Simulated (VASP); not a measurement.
Set up this calculation in VASP 6.6.1, as the native input.

```
Task                   : single point
Functional             : PBE
Potentials or basis    : VASP PAW PBE potentials, release 64 (Cd, O)
Cutoff                 : 520 eV
k mesh                 : 12 × 12 × 12
Occupations            : gaussian, width 0.02 eV
Spin                   : no spin polarisation
Further INCAR settings : ALGO = Normal; EDIFF = 1e-07; AMIX = 0.2
```

The structure of CdO lies in POSCAR:

```
CdO                                     
1.0
    0.0000000000      2.4383537807      2.4383537807
    2.4383537807     -0.0000000000      2.4383537807
    2.4383537807      2.4383537807     -0.0000000000
  Cd              O             
     1     1
Direct
     1.0000000000000000    0.0000000000000000    0.0000000000000000
     0.5000000000000000    0.5000000000000000    0.5000000000000000
```

The cell isn't the ideal one: a relaxed cell with its volume scaled by 1.06.

One way to write it, as run:

INCAR

```
SYSTEM = CdO
PREC = Accurate
ENCUT = 520
EDIFF = 1E-7
ISMEAR = 0
SIGMA = 0.02
LREAL = .FALSE.
LASPH = .TRUE.
NELM = 100
ALGO = Normal
ISIF = 2
LWAVE = .FALSE.
LCHARG = .FALSE.
GGA = PE
AMIX = 0.2
```

KPOINTS

```
Automatic mesh
0
G
  12 12 12
  0 0 0
```

Potentials or basis: VASP PAW PBE potentials, release 64 (Cd, O).

Run with:

```sh
$ cat potpaw_PBE.64/Cd/POTCAR potpaw_PBE.64/O/POTCAR > POTCAR
$ mpirun -np 1 vasp_std > vasp.out
```

It gave:

```
Pressure               : -6.4 GPa
Band gap on the k mesh : none (metal or under the smearing width)
```

Wall time 27 s on 1 thread of Intel(R) Xeon(R) Platinum 8375C CPU @ 2.90GHz (Ice Lake), with other jobs on the host, peak memory 0.17 GiB.
